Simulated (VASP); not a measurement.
SiNi3: equation of state with PBE

SiNi3:

```
Ni Si
1.0
     3.54200    0.00000    0.00000
     0.00000    3.54200    0.00000
     0.00000    0.00000    3.54200
Ni Si
3 1
Direct
  0.50000 0.50000 0.00000
  0.50000 0.00000 0.50000
  0.00000 0.50000 0.50000
  0.00000 0.00000 0.00000
```

- Program: VASP 6.6.1
- Task: equation of state
- Functional: PBE
- Potentials or basis: VASP PAW PBE potentials, release 64 (Ni, Si)
- Cutoff: 520 eV
- k mesh: 8 × 8 × 8
- Occupations: fermi-dirac, width 0.05 eV
- Spin: collinear spin, ferromagnetic start
- Starting moments: [1.0, 1.0, 1.0, 0.0] μB
- Further INCAR settings: ALGO = Normal; EDIFF = 1e-07; NBANDS = 29

```yaml
Equilibrium_volume: 10.78 Å³/atom
Bulk_modulus: 211 GPa
Pressure_derivative_of_the_bulk_modulus: 4.8
```

Energy against volume, from the lowest point:
```tsv
volume (Å³/atom)	energy (meV/atom)
10.443	6.61
10.665	0.09
10.887	0.00
11.109	5.61
11.331	16.29
11.554	31.45
11.776	50.59
```

All runs of the series together: 6.6 min on 1 thread of AMD EPYC 9R45 (Zen 5), on a shared host.
